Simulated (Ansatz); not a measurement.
**Band table of Ba**

```
Ba
1.0
     2.20432   -3.99886    0.00000
     2.20432    3.99886    0.00000
     0.00000    0.00000    7.43051
Ba
2
Direct
  0.64960 0.35040 0.25000
  0.35040 0.64960 0.75000
```

Atom numbers follow the list: Ba1, Ba2.

The cell is the one relaxed in the Materials Project (mp-1058581), not relaxed further here; entries there can be hypothetical.

Computed with Ansatz 0.2.0, DFT, PBE, all-electron LAPW, Dirac equation with spin-orbit coupling.

Sampling and basis: a Γ-centred 11×11×6 k mesh, Fermi–Dirac smearing of 0.03 eV, basis error target 1 meV/atom, no spin polarisation.

Path points, in fractions of the reciprocal vectors: Γ (0.000, 0.000, 0.000), Y (-0.500, 0.500, 0.000), C0 (-0.326, 0.674, 0.000), Σ0 (0.326, 0.326, 0.000), Z (0.000, 0.000, 0.500), A0 (0.326, 0.326, 0.500), E0 (-0.326, 0.674, 0.500), T (-0.500, 0.500, 0.500). Levels in eV from the Fermi level, one of each degenerate spinor pair; bands 25 to 45, counted from the lowest band of the run. The gap is zero.

```
# k(1/Å) point b25 b27 b29 b31 b33 b35 b37 b39 b41 b43 b45
0.000 Γ -15.50 -15.36 -13.58 -13.32 -13.27 -13.26 -2.74 -0.93 0.92 1.49 1.59
0.157 - -15.50 -15.37 -13.58 -13.34 -13.30 -13.27 -2.59 -0.78 0.82 1.19 1.65
0.314 - -15.51 -15.40 -13.58 -13.38 -13.36 -13.29 -2.19 -0.39 0.57 0.79 1.40
0.471 - -15.52 -15.44 -13.58 -13.45 -13.42 -13.31 -1.61 -0.09 0.29 0.58 1.20
0.628 - -15.52 -15.48 -13.58 -13.52 -13.43 -13.34 -1.01 -0.22 0.09 0.51 1.00
0.786 Y -15.52 -15.50 -13.57 -13.56 -13.43 -13.36 -0.63 -0.42 0.02 0.46 0.91
0.885 - -15.52 -15.51 -13.57 -13.55 -13.43 -13.37 -0.58 -0.35 0.03 0.44 0.91
0.984 - -15.52 -15.51 -13.56 -13.55 -13.45 -13.39 -0.43 -0.18 0.04 0.38 0.92
1.083 - -15.52 -15.52 -13.56 -13.54 -13.46 -13.43 -0.23 0.02 0.06 0.32 0.92
1.182 - -15.53 -15.52 -13.56 -13.54 -13.47 -13.45 -0.05 0.01 0.14 0.32 0.93
1.282 C0 -15.54 -15.52 -13.56 -13.55 -13.50 -13.43 -0.05 0.03 0.13 0.31 0.95
1.461 - -15.54 -15.51 -13.57 -13.56 -13.50 -13.39 -0.35 -0.14 0.00 0.42 1.13
1.641 - -15.55 -15.50 -13.58 -13.57 -13.49 -13.35 -0.69 -0.31 -0.23 0.58 1.40
1.820 - -15.55 -15.50 -13.58 -13.57 -13.49 -13.35 -0.69 -0.31 -0.23 0.58 1.40
1.999 - -15.54 -15.51 -13.57 -13.56 -13.50 -13.39 -0.35 -0.14 0.00 0.42 1.13
2.179 Σ0 -15.54 -15.52 -13.56 -13.55 -13.50 -13.43 -0.05 0.03 0.13 0.31 0.95
2.365 - -15.55 -15.50 -13.57 -13.55 -13.50 -13.38 -0.43 -0.11 0.21 0.25 1.06
2.550 - -15.54 -15.47 -13.58 -13.50 -13.47 -13.33 -1.23 0.01 0.22 0.40 1.15
2.736 - -15.52 -15.42 -13.58 -13.42 -13.40 -13.30 -1.99 -0.25 0.34 0.85 1.37
2.922 - -15.51 -15.38 -13.58 -13.35 -13.30 -13.28 -2.54 -0.74 0.73 1.41 1.69
3.108 Γ -15.50 -15.36 -13.58 -13.32 -13.27 -13.26 -2.74 -0.93 0.92 1.49 1.59
3.192 - -15.50 -15.36 -13.57 -13.32 -13.28 -13.27 -2.69 -0.97 0.88 1.49 1.56
3.277 - -15.49 -15.37 -13.55 -13.32 -13.30 -13.27 -2.57 -1.07 0.82 1.46 1.49
3.362 - -15.47 -15.39 -13.52 -13.34 -13.31 -13.28 -2.37 -1.27 0.79 1.31 1.50
3.446 - -15.45 -15.41 -13.48 -13.38 -13.30 -13.29 -2.12 -1.53 0.84 1.14 1.53
3.531 Z -15.43 -15.43 -13.43 -13.43 -13.29 -13.29 -1.83 -1.83 0.97 0.97 1.60
3.717 - -15.44 -15.44 -13.45 -13.44 -13.32 -13.32 -1.65 -1.65 0.91 0.91 1.63
3.902 - -15.47 -15.47 -13.49 -13.47 -13.38 -13.36 -1.21 -1.20 0.72 0.73 1.33
4.088 - -15.51 -15.50 -13.56 -13.52 -13.42 -13.38 -0.71 -0.70 0.52 0.55 1.16
4.274 - -15.53 -15.53 -13.61 -13.56 -13.44 -13.39 -0.31 -0.27 0.52 0.57 0.85
4.460 A0 -15.53 -15.53 -13.62 -13.55 -13.46 -13.40 0.08 0.12 0.23 0.30 0.72
4.639 - -15.53 -15.53 -13.62 -13.57 -13.44 -13.39 -0.33 -0.30 0.54 0.58 0.83
4.819 - -15.53 -15.53 -13.60 -13.59 -13.40 -13.39 -0.64 -0.63 0.42 0.43 1.35
4.998 - -15.53 -15.53 -13.60 -13.59 -13.40 -13.39 -0.64 -0.63 0.42 0.43 1.35
5.177 - -15.53 -15.53 -13.62 -13.57 -13.44 -13.39 -0.33 -0.30 0.54 0.58 0.83
5.357 E0 -15.53 -15.53 -13.62 -13.55 -13.46 -13.40 0.08 0.12 0.23 0.30 0.72
5.456 - -15.53 -15.53 -13.61 -13.55 -13.45 -13.39 -0.08 -0.06 0.35 0.42 0.78
5.555 - -15.52 -15.52 -13.61 -13.56 -13.43 -13.38 -0.36 -0.34 0.61 0.68 0.76
5.655 - -15.52 -15.52 -13.60 -13.57 -13.40 -13.37 -0.59 -0.58 0.63 0.65 0.94
5.754 - -15.51 -15.51 -13.59 -13.58 -13.37 -13.36 -0.75 -0.75 0.54 0.55 1.15
5.853 T -15.51 -15.51 -13.59 -13.59 -13.36 -13.36 -0.80 -0.80 0.51 0.51 1.25
```
